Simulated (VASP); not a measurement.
# BaZrO3 (Pm-3m) in VASP: further runs, part 2 of 2

VASP 6.6.1. The steps go on from the part before.

### 3 Dielectric tensor, PBE

Input file INCAR:

```
SYSTEM = BaZrO3
PREC = Accurate
ENCUT = 600
EDIFF = 1E-8
ISMEAR = 0
SIGMA = 0.03
LREAL = .FALSE.
LASPH = .TRUE.
NELM = 80
ALGO = Normal
ISIF = 2
LWAVE = .FALSE.
LCHARG = .FALSE.
GGA = PE
LEPSILON = .TRUE.
KPAR = 2
```

Input file KPOINTS:

```
regular mesh
0
Monkhorst
  8 8 8
  0 0 0
```

Input file POSCAR:

```
BaZrO3                                  
1.0
    4.2345378099      0.0000000000      0.0000000000
    0.0000000000      4.2345378099      0.0000000000
    0.0000000000      0.0000000000      4.2345378099
  Ba              Zr              O             
     1     1     3
Direct
     0.0000000000000000    0.0000000000000000    0.0000000000000000
     0.5000000000000000    0.5000000000000000    0.5000000000000000
     0.0000000000000000    0.5000000000000000    0.5000000000000000
     0.5000000000000000    0.0000000000000000    0.5000000000000000
     0.5000000000000000    0.5000000000000000    0.0000000000000000
```

Potentials or basis: VASP PAW PBE potentials, release 64 (Ba_sv, Zr_sv, O).

Command:

```
cat potpaw_PBE.64/Ba_sv/POTCAR potpaw_PBE.64/Zr_sv/POTCAR potpaw_PBE.64/O/POTCAR > POTCAR
mpirun -np 2 vasp_std > vasp.out
```

OUTCAR:

```text
SYSTEM = BaZrO3
   PREC = Accurate
   ENCUT = 600
   EDIFF = 1E-8
   ISMEAR = 0
   LREAL = .FALSE.
   LASPH = .TRUE.
   NELM = 80
   ISIF = 2
   GGA = PE
   LEPSILON = .TRUE.

 ion  position               nearest neighbor table
   1  0.000  0.000  0.000-   3 2.99   4 2.99   5 2.99   3 2.99   4 2.99   3 2.99   5 2.99   3 2.99
                             4 2.99   5 2.99   4 2.99   5 2.99   2 3.67   2 3.67   2 3.67   2 3.67
   2  0.500  0.500  0.500-   3 2.12   4 2.12   5 2.12   5 2.12   4 2.12   3 2.12   1 3.67   1 3.67
                             1 3.67   1 3.67   1 3.67   1 3.67   1 3.67   1 3.67
   3  0.000  0.500  0.500-   2 2.12   2 2.12   1 2.99   1 2.99   1 2.99   1 2.99
   4  0.500  0.000  0.500-   2 2.12   2 2.12   1 2.99   1 2.99   1 2.99   1 2.99
   5  0.500  0.500  0.000-   2 2.12   2 2.12   1 2.99   1 2.99   1 2.99   1 2.99

  LATTYP: Found a simple cubic cell.
 ALAT       =     4.2345378099

  Lattice vectors:

 A1 = (   4.2345378099,   0.0000000000,   0.0000000000)
 A2 = (   0.0000000000,   4.2345378099,   0.0000000000)
 A3 = (   0.0000000000,   0.0000000000,   4.2345378099)

Analysis of symmetry for initial positions (statically):
=====================================================================
 Subroutine PRICEL returns:
 Original cell was already a primitive cell.

 Routine SETGRP: Setting up the symmetry group for a
 simple cubic supercell.

 Subroutine GETGRP returns: Found 48 space group operations
 (whereof 48 operations were pure point group operations)
 out of a pool of 48 trial point group operations.

The static configuration has the point symmetry O_h .

Analysis of symmetry for dynamics (positions and initial velocities):
=====================================================================
 Subroutine PRICEL returns:
 Original cell was already a primitive cell.

 Routine SETGRP: Setting up the symmetry group for a
 simple cubic supercell.

 Subroutine GETGRP returns: Found 48 space group operations
 (whereof 48 operations were pure point group operations)
 out of a pool of 48 trial point group operations.

The dynamic configuration has the point symmetry O_h .

 Subroutine INISYM returns: Found 48 space group operations
 (whereof 48 operations are pure point group operations),
 and found     1 'primitive' translations

----------------------------------------------------------------------------------------

                                     Primitive cell

  volume of cell :      75.9308

  direct lattice vectors                    reciprocal lattice vectors
     4.234537810  0.000000000  0.000000000     0.236153282  0.000000000  0.000000000
     0.000000000  4.234537810  0.000000000     0.000000000  0.236153282  0.000000000
     0.000000000  0.000000000  4.234537810     0.000000000  0.000000000  0.236153282

  length of vectors
[... 677 lines left out ...]
  Total        0.0006324      0.0006324      0.0006324      0.0000000      0.0000000     -0.0000000
  in kB        0.0133442      0.0133442      0.0133442      0.0000000      0.0000000     -0.0000000
  external PRESSURE =       0.0133442 kB  Pullay stress =       0.0000000 kB

 VOLUME and BASIS-vectors are now :
 -----------------------------------------------------------------------------
  energy-cutoff  :      600.00
  volume of cell :       75.93
      direct lattice vectors                 reciprocal lattice vectors
     4.234537810  0.000000000  0.000000000     0.236153282  0.000000000  0.000000000
     0.000000000  4.234537810  0.000000000     0.000000000  0.236153282  0.000000000
     0.000000000  0.000000000  4.234537810     0.000000000  0.000000000  0.236153282

 POSITION                                       TOTAL-FORCE (eV/Angst)
 -----------------------------------------------------------------------------------
      0.00000      0.00000      0.00000         0.000000      0.000000      0.000000
      2.11727      2.11727      2.11727         0.000000      0.000000      0.000000
      0.00000      2.11727      2.11727         0.000000      0.000000      0.000000
      2.11727      0.00000      2.11727         0.000000      0.000000      0.000000
      2.11727      2.11727      0.00000         0.000000      0.000000      0.000000
 -----------------------------------------------------------------------------------
    total drift:                                0.000000      0.000000      0.000000

  FREE ENERGIE OF THE ION-ELECTRON SYSTEM (eV)
  ---------------------------------------------------
  free  energy   TOTEN  =       -41.7328961627 eV

  energy  without entropy=      -41.7328961627  energy(sigma->0) =      -41.73289616

 HEAD OF MICROSCOPIC STATIC DIELECTRIC TENSOR (INDEPENDENT PARTICLE, excluding Hartree and local field effects)
 ------------------------------------------------------
           4.992687    -0.000000     0.000000
          -0.000000     4.992687    -0.000000
          -0.000000    -0.000000     4.992687
 ------------------------------------------------------

 Free energy of the ion-electron system (eV)
  ---------------------------------------------------
  ---------------------------------------------------
  free energy    TOTEN  =        -0.87665487 eV

  energy without entropy =       -0.87665487

------------------------ aborting loop because EDIFF is reached ----------------------------------------

--------------------------------------- Ionic step        2  -------------------------------------------

------------------------ aborting loop because EDIFF is reached ----------------------------------------

--------------------------------------- Ionic step        3  -------------------------------------------

 Free energy of the ion-electron system (eV)
  ---------------------------------------------------
  ---------------------------------------------------
  free energy    TOTEN  =        -0.87665462 eV

  energy without entropy =       -0.87665462

------------------------ aborting loop because EDIFF is reached ----------------------------------------

 PIEZOELECTRIC TENSOR FIELD DIRECTION 3  (e Angst)
 -----------------------------------------------------------------------------
     0.00570  0.00000 -0.00000           ( -0.00006  0.00000  0.00000)
     0.00000  0.00570  0.00000           (  0.00000 -0.00006  0.00000)
    -0.00000  0.00000 -0.01180           (  0.00000  0.00000  0.00009)

 PIEZOELECTRIC TENSOR FIELD DIRECTION 3  (C/m^2)
 -----------------------------------------------------------------------------
     0.00120  0.00000 -0.00000
     0.00000  0.00120  0.00000
    -0.00000  0.00000 -0.00249

 MACROSCOPIC STATIC DIELECTRIC TENSOR (including local field effects in DFT)
 ------------------------------------------------------
           4.872988    -0.000000     0.000000
           0.000000     4.872988     0.000000
          -0.000000    -0.000000     4.872988
 ------------------------------------------------------

 PIEZOELECTRIC TENSOR (including local field effects)  for field in x, y, z        (e  Angst)
          XX          YY          ZZ          XY          YZ          ZX
  --------------------------------------------------------------------------------
  x     0.00000     0.00000     0.00000     0.00000     0.00000     0.00000
  y     0.00000     0.00000     0.00000     0.00000     0.00000     0.00000
  z     0.00000     0.00000     0.00000     0.00000     0.00000     0.00000

 PIEZOELECTRIC TENSOR (including local field effects)  for field in x, y, z        (C/m^2)
          XX          YY          ZZ          XY          YZ          ZX
  --------------------------------------------------------------------------------
  x     0.00000     0.00000     0.00000     0.00000     0.00000     0.00000
  y     0.00000     0.00000     0.00000     0.00000     0.00000     0.00000
  z     0.00000     0.00000     0.00000     0.00000     0.00000     0.00000

 BORN EFFECTIVE CHARGES (including local field effects) (in |e|, cummulative output)
 ---------------------------------------------------------------------------------
 ion    1
    1     2.72583    -0.00000     0.00000
    2    -0.00000     2.72583     0.00000
    3     0.00000    -0.00000     2.72583
 ion    2
    1     6.12728     0.00000     0.00000
    2    -0.00000     6.12728     0.00000
    3    -0.00000     0.00000     6.12728
 ion    3
    1    -4.86314     0.00000     0.00000
    2     0.00000    -1.99498    -0.00000
    3    -0.00000     0.00000    -1.99498
 ion    4
    1    -1.99498     0.00000     0.00000
    2     0.00000    -4.86314    -0.00000
    3     0.00000     0.00000    -1.99498
 ion    5
    1    -1.99498    -0.00000     0.00000
    2    -0.00000    -1.99498     0.00000
    3    -0.00000     0.00000    -4.86314
```

Wall time 7.2 min (2 MPI ranks of AMD EPYC 9R45 (Zen 5), shared host); peak memory 0.39 GiB.

Results:

```
Electronic dielectric tensor (diagonal) : 4.87
Born charges (mean of the diagonal)     : Ba +2.73; Zr +6.13; O -2.95 e
```

Levels at points of the mesh, in eV from the valence-band top:
```tsv
k point	band 16	band 17	band 18	band 19	band 20	band 21	band 22	band 23	band 24
(0.06, 0.06, 0.06)	-1.07	-0.87	-0.42	-0.32	-0.32	3.34	3.35	3.35	4.85
```

Electronic dielectric tensor:
```
4.87 0.00 0.00
0.00 4.87 0.00
0.00 0.00 4.87
```

Born effective charge tensors (e):
atom 1, Ba
```
2.73 0.00 0.00
0.00 2.73 0.00
0.00 0.00 2.73
```
atom 2, Zr
```
6.13 0.00 0.00
0.00 6.13 0.00
0.00 0.00 6.13
```
atom 3, O
```
-4.86  0.00  0.00
 0.00 -1.99  0.00
 0.00  0.00 -1.99
```
atom 4, O
```
-1.99  0.00  0.00
 0.00 -4.86  0.00
 0.00  0.00 -1.99
```
atom 5, O
```
-1.99  0.00  0.00
 0.00 -1.99  0.00
 0.00  0.00 -4.86
```

Spin-orbit coupling is left out, which matters for the levels of Ba.
